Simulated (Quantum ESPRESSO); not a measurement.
## TiAl: Hubbard U from linear response under several settings

```
CELL_PARAMETERS angstrom
3.17906 0.00000 0.00000
0.00000 3.17906 0.00000
0.00000 0.00000 3.17906
ATOMIC_POSITIONS crystal
Ti 0.00000 0.00000 0.00000
Al 0.50000 0.50000 0.50000
```

The cell comes from a database or a generator and needn't be the stable form of this composition.

All runs used Quantum ESPRESSO 7.5; potentials GBRV 1.5 PBEsol; k mesh 6 × 6 × 6; given cell; no spin polarisation; cutoff 612 eV; occupations cold, width 0.2 eV.

```csv
level,projectors,U typed (eV),q mesh,with V,state,U computed (eV)
PBEsol+U,ortho-atomic,0.0,3 × 3 × 3,no,metal,Ti 5.0
PBEsol+U,ortho-atomic,2.0,3 × 3 × 3,no,metal,?
PBEsol+U,ortho-atomic,4.0,3 × 3 × 3,no,metal,Ti 5.0
PBEsol+U,ortho-atomic,6.0,3 × 3 × 3,no,metal,Ti 5.0
PBEsol+U,ortho-atomic,8.0,3 × 3 × 3,no,metal,Ti 5.1
```

**Question.** What stands in the row left open?

**Answer.** U computed Ti 5.0 eV.

Caveats: U without spin polarisation on a metal has little footing; the U is typed as a test and isn't derived for this compound.

For the row left open. Caveat: the k mesh is coarse; U without spin polarisation on a metal has little footing; the U is typed as a test and isn't derived for this compound.
